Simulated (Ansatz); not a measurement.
The system is TiTe.

```
CELL_PARAMETERS angstrom
0.00000 3.05007 3.05007
3.05007 0.00000 3.05007
3.05007 3.05007 0.00000
ATOMIC_POSITIONS crystal
Ti 0.50000 0.50000 0.50000
Te 0.00000 0.00000 0.00000
```

The cell comes from a database or a generator and needn't be the stable form of this composition.

| Item | Value |
| --- | --- |
| Program | Ansatz 0.2.0 |
| Task | relaxation of cell and atoms |
| Functional | PBEsol |
| Potentials or basis | Ansatz PAW |
| Cutoff | 420 eV (not typed: the program's choice for these potentials) |
| k mesh | 8 × 8 × 8 |
| Occupations | fermi-dirac, width 0.05 eV |
| Spin | no spin polarisation |

At the start: volume 28.37 Å³/atom.

Question: Where does the relaxation end?

Answer: It ends after 6 steps and the volume is 21.54 Å³/atom (-24.1 %); space group Fm-3m (No. 225, to 0.05 Å).

The path:
```tsv
step	energy change (eV)	largest force (eV/Å)	volume (Å³)
1	0.0000	0.0000	56.75
2	-0.5544	0.0000	48.85
3	-0.7142	0.0000	41.72
4	-0.7256	0.0000	43.39
5	-0.7263	0.0000	43.08
6	-0.7248	0.0000	43.08
```

Final structure:
```cif
data_structure
_symmetry_space_group_name_H-M 'P 1'
_symmetry_Int_Tables_number 1
_cell_length_a 3.9348
_cell_length_b 3.9348
_cell_length_c 3.9348
_cell_angle_alpha 60.000
_cell_angle_beta 60.000
_cell_angle_gamma 60.000
_cell_volume 43.08
loop_
_atom_site_label
_atom_site_type_symbol
_atom_site_fract_x
_atom_site_fract_y
_atom_site_fract_z
_atom_site_occupancy
Ti1 Ti 0.50000 0.50000 0.50000 1
Te1 Te 0.00000 0.00000 0.00000 1
```

Caveat: the volume moved by over 15 % at a fixed basis, so the end points are rough; the plane-wave basis is chosen anew once the cell has moved, so the energies of steps on either side of that aren't comparable; the PAW data sets come from PBE, with cores solved anew for the run's functional, which leaves a small shift of forces and pressure.
